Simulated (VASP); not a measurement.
# RuS (Fm-3m) in VASP: a series of runs

The runs below take RuS through single point, with LDA+U, r2SCAN+U.

All numbers are computed with VASP 6.6.1; they aren't measurements. Logs are shortened: lines on timing, memory, paths and dates and some standing lists are left out, and cuts for length are marked.

**1. The crystal as given**

The structure is cubic, space group Fm-3m (No. 225). Conventional cell: a = 5.094 Å, b = 5.094 Å, c = 5.094 Å, α = 90.00°, β = 90.00°, γ = 90.00°. Around Ru (site symmetry m-3m) lie 6 S at 2.55 Å. S (site symmetry m-3m) is surrounded by 6 Ru at 2.55 Å.

The cell comes from a database or a generator and needn't be the stable form of this composition.

**2. Single point, LDA+U, collinear spin, antiferromagnetic start**

INCAR

```
ALGO = Normal
EDIFF = 1E-6
ENCUT = 520
ISIF = 2
ISMEAR = 0
ISPIN = 2
LASPH = True
LCHARG = True
LDAU = True
LDAUJ = 0 0
LDAUL = 2 -1
LDAUPRINT = 1
LDAUTYPE = 2
LDAUU = 4 0
LELF = True
LMAXMIX = 4
LORBIT = 11
LREAL = False
LVHAR = True
LWAVE = False
MAGMOM = 1 -1 0 0
NBANDS = 32
NELM = 60
PREC = Accurate
SIGMA = 0.05
```

KPOINTS

```
k-points
0
Gamma
  6 6 6
```

POSCAR

```
RuS
1.0
    5.0935109200      2.5467554600      2.5467554600
    2.5467554600      5.0935109200      2.5467554600
    2.5467554600      2.5467554600      5.0935109200
Ru S
2 2
Direct
    0.2500000000      0.2500000000      0.2500000000
    0.7500000000      0.7500000000      0.7500000000
    0.0000000000      0.0000000000      0.0000000000
    0.5000000000      0.5000000000      0.5000000000
```

Potentials or basis: VASP PAW LDA potentials, release 64 (Ru_pv, S).

Run with:

```
cat potpaw_LDA.64/Ru_pv/POTCAR potpaw_LDA.64/S/POTCAR > POTCAR
mpirun -np 1 vasp_std > vasp.out
```

OUTCAR:

```text
EDIFF = 1E-6
   ENCUT = 520
   ISIF = 2
   ISMEAR = 0
   ISPIN = 2
   LASPH = True
   LORBIT = 11
   LREAL = False
   NELM = 60
   PREC = Accurate

 ion  position               nearest neighbor table
   1  0.250  0.250  0.250-   3 2.55   3 2.55   3 2.55   4 2.55   4 2.55   4 2.55
   2  0.750  0.750  0.750-   4 2.55   4 2.55   4 2.55   3 2.55   3 2.55   3 2.55
   3  0.000  0.000  0.000-   2 2.55   2 2.55   2 2.55   1 2.55   1 2.55   1 2.55
   4  0.500  0.500  0.500-   1 2.55   1 2.55   1 2.55   2 2.55   2 2.55   2 2.55

  LATTYP: Found a trigonal (rhomboedric) cell.
 ALAT       =     6.2382513766
 COS(alpha) =     0.8333333333

  Lattice vectors:

 A1 = (   5.0935109200,   2.5467554600,   2.5467554600)
 A2 = (   2.5467554600,   5.0935109200,   2.5467554600)
 A3 = (   2.5467554600,   2.5467554600,   5.0935109200)

Analysis of symmetry for initial positions (statically):
=====================================================================
 Subroutine PRICEL returns following result:

  LATTYP: Found a face centered cubic cell.
 ALAT       =     5.0935109200
[... 12 lines left out ...]
 Subroutine GETGRP returns: Found 12 space group operations
 (whereof 12 operations were pure point group operations)
 out of a pool of 12 trial point group operations.

The static configuration has the point symmetry D_3d.

Analysis of symmetry for dynamics (positions and initial velocities):
=====================================================================
 Subroutine PRICEL returns following result:

  LATTYP: Found a face centered cubic cell.
 ALAT       =     5.0935109200
[... 12 lines left out ...]
 Subroutine GETGRP returns: Found 12 space group operations
 (whereof 12 operations were pure point group operations)
 out of a pool of 12 trial point group operations.

The dynamic configuration has the point symmetry D_3d.

Analysis of structural, dynamic, and magnetic symmetry:
=====================================================================
 Subroutine PRICEL returns following result:

  LATTYP: Found a face centered cubic cell.
 ALAT       =     5.0935109200
[... 12 lines left out ...]
 Subroutine GETGRP returns: Found 12 space group operations
 (whereof 12 operations were pure point group operations)
 out of a pool of 12 trial point group operations.

The overall configuration has the point symmetry D_3d.

 Subroutine INISYM returns: Found 12 space group operations
 (whereof 12 operations are pure point group operations),
 and found     2 'primitive' translations

----------------------------------------------------------------------------------------

                                     Primitive cell

  volume of cell :      33.0363

  direct lattice vectors                    reciprocal lattice vectors
     0.000000000 -2.546755460  2.546755460     0.196328233 -0.196328233  0.196328233
    -2.546755460 -0.000000000  2.546755460    -0.196328233  0.196328233  0.196328233
    -2.546755460 -2.546755460  0.000000000    -0.196328233 -0.196328233 -0.196328233

  length of vectors
     3.601656112  3.601656112  3.601656112     0.340050475  0.340050475  0.340050475

  position of ions in fractional coordinates (direct lattice)
     0.500000000  0.500000000  0.500000000
     0.000000000  0.000000000  0.000000000

  ion indices of the primitive-cell ions
   primitive index   ion index
                 1           1
                 2           3

----------------------------------------------------------------------------------------

 KPOINTS: k-points

Automatic generation of k-mesh.
 Grid dimensions read from file:
 generate k-points for:    6    6    6

 Generating k-lattice:

  Cartesian coordinates                     Fractional coordinates (reciprocal lattice)
     0.049082058 -0.016360686 -0.016360686     0.166666667  0.000000000  0.000000000
    -0.016360686  0.049082058 -0.016360686     0.000000000  0.166666667  0.000000000
    -0.016360686 -0.016360686  0.049082058     0.000000000  0.000000000  0.166666667

  Length of vectors
     0.054262257  0.054262257  0.054262257

  Shift w.r.t. Gamma in fractional coordinates (k-lattice)
     0.000000000  0.000000000  0.000000000
[... 85 lines left out ...]
   LRPA    =     F    only Hartree local field effects (RPA)
 spin polarized calculation
 Gauss-broadening in eV      SIGMA  =   0.05
  energy-cutoff  :      520.00
  volume of cell :       66.07
 maximum number of plane-waves:      1807
 NGX is ok and might be reduce to    48

 number of electron      40.0000000 magnetization      -0.0000000

 number of electron      40.0000001 magnetization       0.0000000

 Free energy of the ion-electron system (eV)
  ---------------------------------------------------
  ext. energy  EPLUGINS =         0.00000000
  ---------------------------------------------------
  free energy    TOTEN  =       -20.02672439 eV

  energy without entropy =      -20.01328385  energy(sigma->0) =      -20.02000412

atom =   1  type =  1  l = 2

 onsite density matrix

spin component  1

  0.8590  0.0055 -0.0291  0.0055 -0.0000
  0.0055  0.8590  0.0146  0.0055 -0.0252
 -0.0291  0.0146  0.4342  0.0146 -0.0000
  0.0055  0.0055  0.0146  0.8590  0.0252
 -0.0000 -0.0252 -0.0000  0.0252  0.4342

spin component  2

  0.6687 -0.1536 -0.0058 -0.1536  0.0000
 -0.1536  0.6687  0.0029 -0.1536 -0.0050
 -0.0058  0.0029  0.3437  0.0029  0.0000
 -0.1536 -0.1536  0.0029  0.6687  0.0050
  0.0000 -0.0050  0.0000  0.0050  0.3437

 occupancies and eigenvectors

  o =  0.3435  v =  0.0000  0.0000  0.0000  0.0000  0.0000  0.0122 -0.0063  0.9997 -0.0059 -0.0200      0.0000  0.0000  0.0000  0.0000  0.0000  0.0000  0.0000  0.0000  0.0000  0.0000
  o =  0.3435  v =  0.0000  0.0000  0.0000  0.0000  0.0000  0.0002  0.0104  0.0200 -0.0107  0.9997      0.0000  0.0000  0.0000  0.0000  0.0000  0.0000  0.0000  0.0000  0.0000  0.0000
  o =  0.3615  v =  0.0000  0.0000  0.0000  0.0000  0.0000  0.5774  0.5774  0.0000  0.5774 -0.0000      0.0000  0.0000  0.0000  0.0000  0.0000  0.0000  0.0000  0.0000  0.0000  0.0000
  o =  0.4312  v =  0.0687 -0.0339  0.9964 -0.0348  0.0080  0.0000  0.0000  0.0000  0.0000  0.0000      0.0000  0.0000  0.0000  0.0000  0.0000  0.0000  0.0000  0.0000  0.0000  0.0000
  o =  0.4312  v = -0.0006  0.0598 -0.0080 -0.0592  0.9964  0.0000  0.0000  0.0000  0.0000  0.0000      0.0000  0.0000  0.0000  0.0000  0.0000  0.0000  0.0000  0.0000  0.0000  0.0000
  o =  0.8224  v =  0.0000  0.0000  0.0000  0.0000  0.0000 -0.0863  0.7462  0.0016 -0.6599 -0.0148      0.0000  0.0000  0.0000  0.0000  0.0000  0.0000  0.0000  0.0000  0.0000  0.0000
  o =  0.8224  v =  0.0000  0.0000  0.0000  0.0000  0.0000 -0.8118  0.3312  0.0148  0.4806  0.0016      0.0000  0.0000  0.0000  0.0000  0.0000  0.0000  0.0000  0.0000  0.0000  0.0000
  o =  0.8565  v = -0.2432  0.7940  0.0252 -0.5508 -0.0803  0.0000  0.0000  0.0000  0.0000  0.0000      0.0000  0.0000  0.0000  0.0000  0.0000  0.0000  0.0000  0.0000  0.0000  0.0000
  o =  0.8565  v = -0.7764  0.1776  0.0803  0.5988  0.0252  0.0000  0.0000  0.0000  0.0000  0.0000      0.0000  0.0000  0.0000  0.0000  0.0000  0.0000  0.0000  0.0000  0.0000  0.0000
  o =  0.8701  v = -0.5774 -0.5774  0.0000 -0.5774 -0.0000  0.0000  0.0000  0.0000  0.0000  0.0000      0.0000  0.0000  0.0000  0.0000  0.0000  0.0000  0.0000  0.0000  0.0000  0.0000

atom =   2  type =  1  l = 2

 onsite density matrix

spin component  1

  0.6687 -0.1536 -0.0058 -0.1536  0.0000
 -0.1536  0.6687  0.0029 -0.1536 -0.0050
 -0.0058  0.0029  0.3437  0.0029  0.0000
 -0.1536 -0.1536  0.0029  0.6687  0.0050
  0.0000 -0.0050  0.0000  0.0050  0.3437

spin component  2

  0.8590  0.0055 -0.0291  0.0055 -0.0000
  0.0055  0.8590  0.0146  0.0055 -0.0252
 -0.0291  0.0146  0.4342  0.0146  0.0000
  0.0055  0.0055  0.0146  0.8590  0.0252
 -0.0000 -0.0252  0.0000  0.0252  0.4342

 occupancies and eigenvectors

  o =  0.3435  v =  0.0121 -0.0067  0.9978 -0.0054 -0.0642  0.0000  0.0000  0.0000  0.0000  0.0000      0.0000  0.0000  0.0000  0.0000  0.0000  0.0000  0.0000  0.0000  0.0000  0.0000
  o =  0.3435  v =  0.0008  0.0101  0.0642 -0.0109  0.9978  0.0000  0.0000  0.0000  0.0000  0.0000      0.0000  0.0000  0.0000  0.0000  0.0000  0.0000  0.0000  0.0000  0.0000  0.0000
  o =  0.3615  v =  0.5774  0.5774 -0.0000  0.5774  0.0000  0.0000  0.0000  0.0000  0.0000  0.0000      0.0000  0.0000  0.0000  0.0000  0.0000  0.0000  0.0000  0.0000  0.0000  0.0000
  o =  0.4312  v =  0.0000  0.0000  0.0000  0.0000  0.0000  0.0687 -0.0366  0.9957 -0.0321 -0.0381      0.0000  0.0000  0.0000  0.0000  0.0000  0.0000  0.0000  0.0000  0.0000  0.0000
  o =  0.4312  v =  0.0000  0.0000  0.0000  0.0000  0.0000  0.0026  0.0582  0.0381 -0.0608  0.9957      0.0000  0.0000  0.0000  0.0000  0.0000  0.0000  0.0000  0.0000  0.0000  0.0000
  o =  0.8224  v = -0.7759  0.6079  0.0142  0.1680 -0.0046  0.0000  0.0000  0.0000  0.0000  0.0000      0.0000  0.0000  0.0000  0.0000  0.0000  0.0000  0.0000  0.0000  0.0000  0.0000
  o =  0.8224  v =  0.2540  0.5450 -0.0046 -0.7989 -0.0142  0.0000  0.0000  0.0000  0.0000  0.0000      0.0000  0.0000  0.0000  0.0000  0.0000  0.0000  0.0000  0.0000  0.0000  0.0000
  o =  0.8565  v =  0.0000  0.0000  0.0000  0.0000  0.0000 -0.7986  0.5340  0.0826  0.2646 -0.0161      0.0000  0.0000  0.0000  0.0000  0.0000  0.0000  0.0000  0.0000  0.0000  0.0000
  o =  0.8565  v =  0.0000  0.0000  0.0000  0.0000  0.0000  0.1555  0.6139 -0.0161 -0.7694 -0.0826      0.0000  0.0000  0.0000  0.0000  0.0000  0.0000  0.0000  0.0000  0.0000  0.0000
  o =  0.8701  v =  0.0000  0.0000  0.0000  0.0000  0.0000 -0.5774 -0.5774 -0.0000 -0.5774 -0.0000      0.0000  0.0000  0.0000  0.0000  0.0000  0.0000  0.0000  0.0000  0.0000  0.0000

 number of electron      40.0000001 magnetization       0.0000000

 Free energy of the ion-electron system (eV)
  ---------------------------------------------------
  ext. energy  EPLUGINS =         0.00000000
  ---------------------------------------------------
  free energy    TOTEN  =       -20.74087442 eV

  energy without entropy =      -20.73145992  energy(sigma->0) =      -20.73616717

 E-fermi :   8.5253     XC(G=0): -11.9940

 val. band max:        8.5212702128   @ k =   0.0000   0.0000   0.0000
 cond. band min:       8.5387360364   @ k =   0.5000   0.3333   0.3333
 fundamental gap:      0.0174658236
 Fermi energy:         8.5253125274

 spin component 1

 k-point     1 :       0.0000    0.0000    0.0000
  band No.  band energies     occupation
      1     -34.0999      1.00000
      2     -33.5933      1.00000
      3     -33.5933      1.00000
      4     -33.3641      1.00000
      5     -33.2013      1.00000
      6     -33.2013      1.00000
[... 1673 lines left out ...]
     31      18.0918      0.00000
     32      19.7686      0.00000

 [... further k-points ...]

------------------------ aborting loop because EDIFF is reached ----------------------------------------

  FORCE on cell =-STRESS in cart. coord.  units (eV):
  Direction    XX          YY          ZZ          XY          YZ          ZX
  --------------------------------------------------------------------------------------
  -------------------------------------------------------------------------------------
  Total       -7.5865788     -7.5865788     -7.5865788      0.3086037      0.3086037      0.3086037
  in kB     -183.9648390   -183.9648390   -183.9648390      7.4832462      7.4832462      7.4832462
  external PRESSURE =    -183.9648390 kB  Pullay stress =       0.0000000 kB

 VOLUME and BASIS-vectors are now :
 -----------------------------------------------------------------------------
  energy-cutoff  :      520.00
  volume of cell :       66.07
      direct lattice vectors                 reciprocal lattice vectors
     5.093510920  2.546755460  2.546755460     0.294492350 -0.098164117 -0.098164117
     2.546755460  5.093510920  2.546755460    -0.098164117  0.294492350 -0.098164117
     2.546755460  2.546755460  5.093510920    -0.098164117 -0.098164117  0.294492350

 POSITION                                       TOTAL-FORCE (eV/Angst)
 -----------------------------------------------------------------------------------
      2.54676      2.54676      2.54676        -0.000000      0.000000     -0.000000
      7.64027      7.64027      7.64027         0.000000     -0.000000     -0.000000
      0.00000      0.00000      0.00000         0.000000      0.000000      0.000000
      5.09351      5.09351      5.09351        -0.000000     -0.000000      0.000000
 -----------------------------------------------------------------------------------
    total drift:                                0.000000     -0.000000     -0.000000

  FREE ENERGIE OF THE ION-ELECTRON SYSTEM (eV)
  ---------------------------------------------------
  free  energy   TOTEN  =       -20.7408744152 eV

  energy  without entropy=      -20.7314599233  energy(sigma->0) =      -20.73616717

 total charge

# of ion       s       p       d       tot
------------------------------------------
    1        0.238   6.135   6.091  12.464
    2        0.238   6.135   6.091  12.464
    3        1.309   2.323   0.000   3.632
    4        1.309   2.323   0.000   3.632
--------------------------------------------------
tot          3.093  16.917  12.182  32.192

 magnetization (x)

# of ion       s       p       d       tot
------------------------------------------
    1        0.003   0.004   0.747   0.754
    2       -0.003  -0.004  -0.747  -0.754
    3        0.000   0.000   0.000   0.000
    4        0.000   0.000   0.000   0.000
--------------------------------------------------
tot          0.000   0.000   0.000   0.000
```

Wall time 5.9 min (1 thread of Intel Xeon Platinum 8488C (Sapphire Rapids), shared host); peak memory 0.32 GiB.

The run converged, but a check on its numbers failed (symmetry, net force, bounds or a known fault of this set-up), so they aren't taken as properties of the crystal.

Caveat: the result breaks the symmetry of the cell.

**3. Single point, LDA+U, collinear spin, ferrimagnetic start**

This run uses another cell than the first one, of the same volume but with other edges.

INCAR

```
ALGO     = Normal         # electronic algorithm
EDIFF    = 1E-6           # SCF threshold, eV
ENCUT    = 520            # plane-wave cutoff, eV
ISIF     = 2              # what is computed and relaxed
ISMEAR   = 0              # smearing method
ISPIN    = 2              # spin polarisation
LASPH    = T              # aspherical terms in the spheres
LCHARG   = T              # write CHGCAR
LDAU     = T              # DFT+U
LDAUJ    = 0 0          
LDAUL    = 2 -1           # shell
LDAUPRINT= 1            
LDAUTYPE = 2            
LDAUU    = 4 0            # U, eV
LELF     = T              # ELF
LMAXMIX  = 4              # l up to which the mixer works
LORBIT   = 11             # projections on sites
LREAL    = F              # projectors in reciprocal space
LVHAR    = T            
LWAVE    = F              # write WAVECAR
MAGMOM   = 1 -0.5 0 0     # initial moments
NELM     = 60             # most SCF steps
PREC     = Accurate       # precision mode
SIGMA    = 0.05           # smearing width, eV
```

KPOINTS is that of step 2.

POSCAR

```
RuS
1.0
    0.0000000000      2.5467554600      2.5467554600
    2.5467554600      0.0000000000      2.5467554600
    5.0935109200      5.0935109200      0.0000000000
Ru S
2 2
Direct
    0.5000000000      0.5000000000      0.2500000000
    0.5000000000      0.5000000000      0.7500000000
    0.0000000000      0.0000000000      0.0000000000
    0.0000000000      0.0000000000      0.5000000000
```

Potentials or basis: VASP PAW LDA potentials, release 64 (Ru_pv, S).

Run with:

```
cat potpaw_LDA.64/Ru_pv/POTCAR potpaw_LDA.64/S/POTCAR > POTCAR
mpirun -np 1 vasp_std > vasp.out
```

Wall time 3.4 min (1 thread of Intel Xeon Platinum 8488C (Sapphire Rapids), shared host); peak memory 0.22 GiB.

Results (log left out):

```
Free energy                                           : -20.7756 eV
Pressure                                              : -17.4 GPa
Band gap on the k mesh                                : none (metal or under the smearing width)
Net moment                                            : 1.90 μB per cell
Site moments                                          : Ru +1.52, +0.28; S +0.01 μB
Valence electrons inside the program's atomic spheres : Ru 12.42, 12.50; S 3.64
```

Stress tensor (GPa, compression positive):
```
-17.37   0.16  -0.16
  0.16 -17.37  -0.16
 -0.16  -0.16 -17.37
```

Levels at points of the mesh, in eV from the Fermi level:
Spin up:
| k point | band 19 | band 20 | band 21 | band 22 | band 23 | band 24 |
| --- | --- | --- | --- | --- | --- | --- |
| (0.00, 0.00, 0.00) | -1.75 | -1.48 | -1.48 | -0.84 | 3.37 | 3.54 |
| (0.50, 0.00, 0.00) | -1.33 | -1.06 | -0.78 | 0.45 | 2.82 | 3.60 |
| (0.00, 0.00, 0.50) | -1.80 | -1.31 | 0.89 | 0.89 | 1.71 | 1.71 |
| (0.50, 0.00, 0.50) | -1.09 | -0.72 | 0.50 | 0.87 | 1.47 | 2.12 |
Spin down:
```
           k point  band 16  band 17  band 18  band 19  band 20  band 21  band 22  band 23
(0.00, 0.00, 0.00)    -1.69    -1.69    -0.84    -0.84    -0.50    -0.33    -0.33     3.50
(0.50, 0.00, 0.00)    -1.10    -0.74    -0.65    -0.15     0.19     0.19     1.65     3.14
(0.00, 0.00, 0.50)    -1.53    -1.27    -1.23    -0.82    -0.82     1.94     1.94     2.01
(0.50, 0.00, 0.50)    -1.79    -0.68    -0.49    -0.10     0.09     1.77     1.80     2.34
```

Eigenvalues of the final occupation matrices:
| site | spin | trace | eigenvalues |
| --- | --- | --- | --- |
| site 1 d | 1 | 3.79 | 0.59 0.59 0.86 0.88 0.88 |
| site 1 d | 2 | 2.29 | 0.29 0.29 0.44 0.44 0.83 |
| site 2 d | 1 | 3.22 | 0.34 0.34 0.84 0.85 0.85 |
| site 2 d | 2 | 2.97 | 0.27 0.27 0.79 0.79 0.84 |

The state reached can hang on the start; a lower one may exist.

**4. Single point, LDA+U, collinear spin, ferromagnetic start**

This run uses another cell than the first one: it holds 2 atoms, not 4.

INCAR

```
  PREC = Accurate
  ENCUT = 520
  EDIFF = 1E-7
  ISMEAR = 0
  SIGMA = 0.05
  LREAL = False
  LASPH = True
  NELM = 100
  ALGO = Normal
  ISIF = 2
  LWAVE = False
  LCHARG = True
  ISPIN = 2
  MAGMOM = 1 0
  LORBIT = 11
  NUPDOWN = 4
  LMAXMIX = 4
  LDAU = True
  LDAUTYPE = 2
  LDAUL = 2 -1
  LDAUU = 4 0
  LDAUJ = 0 0
  LDAUPRINT = 1
  GGA = CA
  LELF = True
  LVHAR = True
  NBANDS = 21
```

KPOINTS

```
Automatic mesh
0
Gamma
  6 6 6
```

POSCAR

```
RuS
1.0
    0.0000000000      2.5467554600      2.5467554600
    2.5467554600      0.0000000000      2.5467554600
    2.5467554600      2.5467554600      0.0000000000
Ru S
1 1
Direct
    0.5000000000      0.5000000000      0.5000000000
    0.0000000000      0.0000000000      0.0000000000
```

Run with:

```
cat potpaw_LDA.64/Ru_pv/POTCAR potpaw_LDA.64/S/POTCAR > POTCAR
mpirun -np 1 vasp_std > vasp.out
```

Run time: 24 s. Hardware: 1 thread of Intel Xeon Platinum 8488C (Sapphire Rapids), shared host; peak memory 0.15 GiB.

The run converged. Its results:

```
Free energy                                           : -9.5777 eV
Pressure                                              : 7.2 GPa
Net moment                                            : 4.00 μB per cell
Site moments                                          : Ru +3.29; S +0.39 μB
Valence electrons inside the program's atomic spheres : Ru 12.28; S 3.73
```

Eigenvalues of the final occupation matrices:
| site | spin | trace | eigenvalues |
| --- | --- | --- | --- |
| site 1 d | 1 | 4.54 | 0.89 0.89 0.89 0.93 0.93 |
| site 1 d | 2 | 1.33 | 0.26 0.26 0.26 0.28 0.28 |

Caveat: the moment is held away from its start; the total moment is fixed, so each spin has its own Fermi level. The state reached can hang on the start; a lower one may exist.

[end of part 1 of 2]
